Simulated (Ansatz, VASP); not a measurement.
One calculation of Ga3P2, two programs

```xyz
10
Lattice="3.2404 1.8708 5.5603 -3.2404 1.8708 5.5603 0.0000 -3.7416 5.5603" Properties=species:S:1:pos:R:3 pbc="T T T"
Ga   -1.3960   -1.8708    6.9503
Ga    2.3182   -0.2736    6.9503
Ga   -0.9222    2.1444    6.9503
Ga    1.3960    1.8708    9.7305
Ga   -2.3182    0.2736    9.7305
Ga    0.9222   -2.1444    9.7305
P     0.0000    0.0000   14.3669
P     0.0000    0.0000   10.6543
P     0.0000    0.0000    2.3139
P     0.0000    0.0000    6.0265
```

Alike in both runs: functional PBE; k mesh 3 × 3 × 3; occupations gaussian, width 0.1 eV; no spin polarisation.

Ansatz relaxed the structure, and its values are those at the end. VASP's run is a single point on that final structure, the one shown.

|  | VASP | Ansatz |
| --- | --- | --- |
| version | VASP 6.6.1 | Ansatz 0.2.0 |
| potentials or method | VASP PAW PBE potentials, release 64 (Ga_d, P) | scalar-relativistic, plane waves, PAW |
| plane-wave cutoff (eV) | 520 | 420 |
| valence electrons in the cell | 98 | 98 |

|  | VASP | Ansatz | Ansatz less VASP |
| --- | --- | --- | --- |
| gap on the k mesh at the Fermi level (eV) | none | none | - |
| pressure (GPa) | 0.2 | 0.1 | -0.11 |
| rms of the force components (eV/Å) | 0.008 | 0.009 | +0.0014 |

A gap of «none» marks a metal or a gap that the smearing closes.

Caveats: the k mesh is coarse (spacing up to 0.39 Å⁻¹), so the values aren't converged.
